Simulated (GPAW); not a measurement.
Ge: single point with PBE

Crystal: Ge.

```
CELL_PARAMETERS angstrom
2.71047 0.00000 0.00000
0.00000 2.71047 0.00000
0.00000 0.00000 2.71047
ATOMIC_POSITIONS crystal
Ge 0.00000 0.00000 0.00000
```

The cell was built by a generator and needn't be a form met in nature.

| Item | Value |
| --- | --- |
| Program | GPAW 26.7.0 |
| Task | single point |
| Functional | PBE |
| Potentials or basis | GPAW PAW data sets (gpaw-data 1.2.1) |
| Cutoff | 600 eV |
| Basis | pw |
| k mesh | 10 × 10 × 10 |
| Occupations | fermi-dirac, width 0.05 eV |
| Spin | no spin polarisation |

```json
{
 "Pressure": "-0.6 GPa",
 "Band gap on the k mesh": "none (metal or under the smearing width)"
}
```

Levels at points of the mesh, in eV from the Fermi level:
| k point | band 1 | band 2 | band 3 | band 4 |
| --- | --- | --- | --- | --- |
| (0.00, 0.00, 0.00) | -12.73 | 6.61 | 6.61 | 6.61 |
| (0.50, 0.00, 0.00) | -9.05 | -5.58 | 9.46 | 9.46 |
| (0.50, 0.50, 0.00) | -5.10 | -2.52 | -2.52 | 3.17 |
| (0.50, 0.50, 0.50) | -0.53 | 0.34 | 0.34 | 0.34 |

It took 3.8 s on 1 thread of Arm Neoverse V2, on a shared host, peak memory 0.13 GiB.
